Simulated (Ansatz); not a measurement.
# Deforming PbS

```xyz
4
Lattice="2.9405 -2.9000 0.0000 2.9405 2.9000 0.0000 -1.0800 0.0000 11.7093" Properties=species:S:1:pos:R:3 pbc="T T T"
Pb    3.8740    0.0000    7.4516
Pb    0.9270    0.0000    4.2577
S     0.9319    0.0000    7.0092
S     3.8690    0.0000    4.7001
```

Atoms are numbered in the order listed.

The cell is COD entry 2106944, as deposited and not checked against the literature; nothing was relaxed.

Spin–orbit coupling is left out, though it moves levels of the heavy atoms by tenths of an eV or more.

Theory: DFT, PBE, all-electron LAPW, scalar-relativistic in Ansatz 0.2.0.

The runs use a Γ-centred 7×7×3 k mesh, Fermi–Dirac smearing of 0.01 eV, basis error target 0.5 meV/atom, no spin polarisation.

The unchanged cell is at 0.27 GPa.

x, y and z are the Cartesian axes of the cell as listed; fractional coordinates follow a strain, and an engineering shear is twice the off-diagonal strain component.

With equal xy, yz and zx engineering shear strains of -3 %: energy change +3 meV/atom; stress change (xx, yy, zz, yz, xz, xy) 0.00, 0.00, 0.00, 0.16, 0.16, 0.34 GPa, compression positive; change of the force on S3 (0.077, 0.077, 0.000) eV/Å; gap on the k mesh 1.27 → 1.25 eV.

Problem. With this change (equal xy, yz and zx engineering shear strains of -1 %), what becomes of the energy and stress and forces and gap?

Solution. Energy change under 1 meV/atom; stress change (xx, yy, zz, yz, xz, xy) 0.00, 0.00, 0.00, 0.05, 0.05, 0.12 GPa, compression positive; change of the force on S3 (0.027, 0.027, 0.000) eV/Å; gap on the k mesh 1.27 → 1.27 eV.

With equal xy, yz and zx engineering shear strains of +2 %: energy change +2 meV/atom; stress change (xx, yy, zz, yz, xz, xy) 0.00, 0.00, 0.00, -0.11, -0.11, -0.23 GPa, compression positive; change of the force on S3 (-0.057, -0.057, 0.000) eV/Å; gap on the k mesh 1.27 → 1.27 eV.

Problem. With this change (equal xy, yz and zx engineering shear strains of -2 %), what becomes of the energy and stress and forces and gap?

Solution. Energy change +1 meV/atom; stress change (xx, yy, zz, yz, xz, xy) 0.00, 0.00, 0.00, 0.11, 0.11, 0.23 GPa, compression positive; change of the force on S3 (0.053, 0.053, 0.000) eV/Å; gap on the k mesh 1.27 → 1.27 eV.

With equal xy, yz and zx engineering shear strains of +1 %: energy change under 1 meV/atom; stress change (xx, yy, zz, yz, xz, xy) 0.00, 0.00, 0.00, -0.06, -0.06, -0.12 GPa, compression positive; change of the force on S3 (-0.028, -0.028, 0.000) eV/Å; gap on the k mesh 1.27 → 1.27 eV.

Problem. With this change (equal xy, yz and zx engineering shear strains of +3 %), what becomes of the energy and stress and forces and gap?

Solution. Energy change +3 meV/atom; stress change (xx, yy, zz, yz, xz, xy) 0.00, 0.00, 0.00, -0.17, -0.17, -0.35 GPa, compression positive; change of the force on S3 (-0.087, -0.088, 0.000) eV/Å; gap on the k mesh 1.27 → 1.25 eV.
